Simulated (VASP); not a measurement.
# NaCl (Fm-3m) in VASP: a series of runs, part 2 of 2

VASP 6.6.1. The steps go on from the part before.

**4. Vibrations by finite differences, PBE**

This run uses another cell than the first one, of 23.05 Å³/atom, 1.039 times its volume.

Input file INCAR:

```
PREC = Accurate
ENCUT = 520
EDIFF = 1E-8
ISMEAR = 0
SIGMA = 1.0
LREAL = F
LASPH = T
NELM = 100
ALGO = Fast
ISIF = 3
LWAVE = F
LCHARG = F
GGA = PE
IBRION = 6
NFREE = 2
POTIM = 0.015
NSW = 1
```

Input file KPOINTS:

```
regular mesh
0
Gamma
  10 10 10
```

Input file POSCAR:

```
NaCl                                    
1.0
    0.0000000000      2.8460351556      2.8460351556
    2.8460351556      0.0000000000      2.8460351556
    2.8460351556      2.8460351556      0.0000000000
  Na              Cl            
     1     1
Direct
     0.0000000000000000    0.0000000000000000    0.0000000000000000
     0.5000000000000000    0.5000000000000000    0.5000000000000000
```

Potentials or basis: VASP PAW PBE potentials, release 64 (Na_pv, Cl).

On the command line:

```
cat potpaw_PBE.64/Na_pv/POTCAR potpaw_PBE.64/Cl/POTCAR > POTCAR
mpirun -np 1 vasp_std > vasp.out
```

OUTCAR:

```text
PREC = Accurate
   ENCUT = 520
   EDIFF = 1E-8
   ISMEAR = 0
   LREAL = F
   LASPH = T
   NELM = 100
   ISIF = 3
   GGA = PE
   IBRION = 6
   NFREE = 2
   POTIM = 0.015
   NSW = 1

 ion  position               nearest neighbor table
   1  0.000  0.000  0.000-
   2  0.500  0.500  0.500-

  LATTYP: Found a face centered cubic cell.
 ALAT       =     5.6920703112

  Lattice vectors:

 A1 = (   0.0000000000,   2.8460351556,   2.8460351556)
 A2 = (   2.8460351556,   0.0000000000,   2.8460351556)
 A3 = (   2.8460351556,   2.8460351556,   0.0000000000)

Analysis of symmetry for initial positions (statically):
=====================================================================
 Subroutine PRICEL returns:
 Original cell was already a primitive cell.

 Routine SETGRP: Setting up the symmetry group for a
 face centered cubic supercell.

 Subroutine GETGRP returns: Found 48 space group operations
 (whereof 48 operations were pure point group operations)
 out of a pool of 48 trial point group operations.

The static configuration has the point symmetry O_h .

Analysis of symmetry for dynamics (positions and initial velocities):
=====================================================================
 Subroutine PRICEL returns:
 Original cell was already a primitive cell.

 Routine SETGRP: Setting up the symmetry group for a
 face centered cubic supercell.

 Subroutine GETGRP returns: Found 48 space group operations
 (whereof 48 operations were pure point group operations)
 out of a pool of 48 trial point group operations.

The dynamic configuration has the point symmetry O_h .

 Subroutine INISYM returns: Found 48 space group operations
 (whereof 48 operations are pure point group operations),
 and found     1 'primitive' translations

----------------------------------------------------------------------------------------

                                     Primitive cell

  volume of cell :      46.1053

  direct lattice vectors                    reciprocal lattice vectors
     0.000000000  2.846035156  2.846035156    -0.175683002  0.175683002  0.175683002
     2.846035156  0.000000000  2.846035156     0.175683002 -0.175683002  0.175683002
     2.846035156  2.846035156  0.000000000     0.175683002  0.175683002 -0.175683002

  length of vectors
     4.024901516  4.024901516  4.024901516     0.304291886  0.304291886  0.304291886

  position of ions in fractional coordinates (direct lattice)
     0.000000000  0.000000000  0.000000000
     0.500000000  0.500000000  0.500000000

  ion indices of the primitive-cell ions
   primitive index   ion index
                 1           1
[... 306 lines left out ...]

 number of electron      13.9999992 magnetization

 Free energy of the ion-electron system (eV)
  ---------------------------------------------------
  ext. energy  EPLUGINS =         0.00000000
  ---------------------------------------------------
  free energy    TOTEN  =        -6.77774353 eV

  energy without entropy =       -6.77768271  energy(sigma->0) =       -6.77771312

 E-fermi :   2.0070     XC(G=0):  -8.0488

 val. band max:       -0.8879124403   @ k =   0.0000   0.0000   0.0000
 cond. band min:       4.1151965044   @ k =   0.0000   0.0000   0.0000
 fundamental gap:      5.0031089448
 Fermi energy:         2.0069535612

 k-point     1 :       0.0000    0.0000    0.0000
  band No.  band energies     occupation
      1     -21.7607      2.00000
      2     -21.7607      2.00000
      3     -21.7607      2.00000
      4     -13.4862      2.00000
      5      -0.8880      1.99996
      6      -0.8879      1.99996
      7      -0.8879      1.99996
      8       4.1152      0.00287
      9      10.2029      0.00000
     10      10.2029      0.00000
     11      10.2029      0.00000
[... 309 lines left out ...]
 k-point    24 :       0.4000    0.3000    0.0000
  band No.  band energies     occupation
      1     -21.7765      2.00000
      2     -21.7667      2.00000
      3     -21.7661      2.00000
      4     -13.1909      2.00000
      5      -2.2851      2.00000
      6      -1.4110      2.00000
      7      -1.3382      2.00000
      8       6.7997      0.00000
      9       7.7248      0.00000
     10       9.4122      0.00000
     11      12.0416      0.00000

 [... further k-points ...]

------------------------ aborting loop because EDIFF is reached ----------------------------------------

  FORCE on cell =-STRESS in cart. coord.  units (eV):
  Direction    XX          YY          ZZ          XY          YZ          ZX
  --------------------------------------------------------------------------------------
  -------------------------------------------------------------------------------------
  Total        0.0072385      0.0049931      0.0049931      0.0000000     -0.0000000      0.0000000
  in kB        0.2515418      0.1735113      0.1735113      0.0000000     -0.0000000      0.0000000
  external PRESSURE =       0.1995214 kB  Pullay stress =       0.0000000 kB
[... 17 lines left out ...]
  FREE ENERGIE OF THE ION-ELECTRON SYSTEM (eV)
  ---------------------------------------------------
  free  energy   TOTEN  =        -6.7777435303 eV

  energy  without entropy=       -6.7776827055  energy(sigma->0) =       -6.77771312

 INTERNAL STRAIN TENSORS FROM STRAINED CELLS
 ============================================

 INTERNAL STRAIN TENSOR FOR ION    1 for displacements in x,y,z  (eV/Angst):
          X           Y           Z          XY          YZ          ZX
  --------------------------------------------------------------------------------
  x    -0.00000     0.00000    -0.00000    -0.00000     0.00000    -0.00000
  y    -0.00000     0.00000     0.00000     0.00000     0.00000     0.00000
  z    -0.00000     0.00000    -0.00000     0.00000    -0.00000    -0.00000

 INTERNAL STRAIN TENSORS FROM DISPLACED ATOMS
 ============================================

 INTERNAL STRAIN TENSOR FOR ION    1 for displacements in x,y,z  (eV/Angst):
          X           Y           Z          XY          YZ          ZX
  --------------------------------------------------------------------------------
  x     0.00000     0.00000     0.00000     0.00000     0.00000     0.00000
  y     0.00000     0.00000     0.00000     0.00000     0.00000     0.00000
  z     0.00000     0.00000     0.00000     0.00000     0.00000     0.00000

 INTERNAL STRAIN TENSOR FOR ION    2 for displacements in x,y,z  (eV/Angst):
          X           Y           Z          XY          YZ          ZX
  --------------------------------------------------------------------------------
  x     0.00000     0.00000     0.00000     0.00000     0.00000     0.00000
  y     0.00000     0.00000     0.00000     0.00000     0.00000     0.00000
  z     0.00000     0.00000     0.00000     0.00000     0.00000     0.00000

 Eigenvectors and eigenvalues of the dynamical matrix
 ----------------------------------------------------

   1 f  =    4.552354 THz    28.603286 2PiTHz  151.850198 cm-1    18.827017 meV
             X         Y         Z           dx          dy          dz
      0.000000  0.000000  0.000000    -0.000000   -0.000000    0.777311
      2.846035  2.846035  2.846035    -0.000000    0.000000   -0.629117
[... 21 lines left out ...]
   6 f/i=    0.011240 THz     0.070620 2PiTHz    0.374912 cm-1     0.046483 meV
             X         Y         Z           dx          dy          dz
      0.000000  0.000000  0.000000     0.223999   -0.583178   -0.074269
      2.846035  2.846035  2.846035     0.276764   -0.720551   -0.091763

--------------------------------------------------------------------------------------------------------

 ELASTIC MODULI CONTR FROM IONIC RELAXATION (kBar)
 Direction    XX          YY          ZZ          XY          YZ          ZX
 --------------------------------------------------------------------------------
 XX           0.0000      0.0000      0.0000      0.0000      0.0000      0.0000
 YY           0.0000      0.0000      0.0000      0.0000      0.0000      0.0000
 ZZ           0.0000      0.0000      0.0000      0.0000      0.0000      0.0000
 XY           0.0000      0.0000      0.0000      0.0000      0.0000      0.0000
 YZ           0.0000      0.0000      0.0000      0.0000      0.0000      0.0000
 ZX           0.0000      0.0000      0.0000      0.0000      0.0000      0.0000
 --------------------------------------------------------------------------------

 TOTAL ELASTIC MODULI (kBar)
 Direction    XX          YY          ZZ          XY          YZ          ZX
 --------------------------------------------------------------------------------
 XX         487.7265    119.7172    119.7172     -0.0000     -0.0000      0.0000
 YY         119.7172    487.7265    119.7172      0.0000      0.0000      0.0000
 ZZ         119.7172    119.7172    487.7265      0.0000      0.0000      0.0000
 XY          -0.0000      0.0000      0.0000    125.4483      0.0000      0.0000
 YZ          -0.0000      0.0000      0.0000      0.0000    125.4483      0.0000
 ZX           0.0000      0.0000      0.0000      0.0000      0.0000    125.4483
 --------------------------------------------------------------------------------
```

OSZICAR:

```text
N       E                     dE             d eps       ncg     rms          rms(c)
DAV:   1     0.978010339414E+02    0.97801E+02   -0.74336E+03  1043   0.128E+03
DAV:   2     0.180665371154E+01   -0.95994E+02   -0.88809E+02  1215   0.276E+02
DAV:   3    -0.679146677256E+01   -0.85981E+01   -0.85202E+01  1238   0.821E+01
DAV:   4    -0.697736616644E+01   -0.18590E+00   -0.18566E+00  1192   0.134E+01
[... 12 lines left out ...]
RMM:  11    -0.677774639582E+01    0.92107E-08   -0.26940E-07  2459   0.390E-03    0.141E-02
RMM:  12    -0.677774541171E+01    0.98411E-06   -0.28311E-07  1958   0.317E-03    0.129E-02
RMM:  13    -0.677774350200E+01    0.19097E-05   -0.91075E-06  2717   0.138E-02    0.285E-03
RMM:  14    -0.677774352130E+01   -0.19309E-07   -0.15134E-07  2141   0.466E-03    0.987E-04
RMM:  15    -0.677774353031E+01   -0.90017E-08   -0.56970E-08  2417   0.220E-03
  17 F= -.67777435E+01 E0= -.67777131E+01  d E =-.608248E-04
```

stdout:

```text
POSCAR found type information on POSCAR NaCl
 POSCAR found :  2 types and       2 ions
 scaLAPACK will be used
 LDA part: xc-table for (Slater+PW92), standard interpolation
 POSCAR, INCAR and KPOINTS ok, starting setup
 FFT: planning ... GRIDC
 FFT: planning ... GRID_SOFT
 FFT: planning ... GRID
 WAVECAR not read
 entering main loop
 Found     2 degrees of freedom:
 Adding 6 more for cell shape distortion
 Finite differences POTIM= 0.01500 DOF=   8
 bond charge predicted
 Finite differences progress:
 bond charge predicted
 Finite differences progress:
 bond charge predicted
 Finite differences progress:
 bond charge predicted
 Finite differences progress:
 bond charge predicted
 Finite differences progress:
 bond charge predicted
 Finite differences progress:
 bond charge predicted
 Finite differences progress:
 bond charge predicted
 Finite differences progress:
 bond charge predicted
 Finite differences progress:
 bond charge predicted
 Finite differences progress:
 bond charge predicted
 Finite differences progress:
 bond charge predicted
 Finite differences progress:
 bond charge predicted
 Finite differences progress:
 bond charge predicted
 Finite differences progress:
 bond charge predicted
 Finite differences progress:
 bond charge predicted
 Finite differences progress:
```

Run time: 15 min. Hardware: 1 thread of Intel Xeon Platinum 8375C at 2.90GHz (Ice Lake), shared host; peak memory 0.35 GiB.

Results:

| Item | Value |
| --- | --- |
| Elastic constants C11, C12, C44 | 49, 12, 13 GPa |
| Voigt bulk modulus | 24 GPa |
| Highest phonon frequency at Γ, LO-TO splitting left out | 152 cm⁻¹ |

Phonon frequencies in cm⁻¹ (negative: imaginary):
| q point | frequencies |
| --- | --- |
| (0.000, 0.000, 0.000) | 0 0 0 152 152 152 |

Elastic tensor in Voigt notation (GPa, in the Cartesian axes of the cell as first typed):
```
49 12 12  0  0  0
12 49 12  0  0  0
12 12 49  0  0  0
 0  0  0 13  0  0
 0  0  0  0 13  0
 0  0  0  0  0 13
```

Clamped-ion elastic tensor (GPa):
```
49 12 12  0  0  0
12 49 12  0  0  0
12 12 49  0  0  0
 0  0  0 13  0  0
 0  0  0  0 13  0
 0  0  0  0  0 13
```
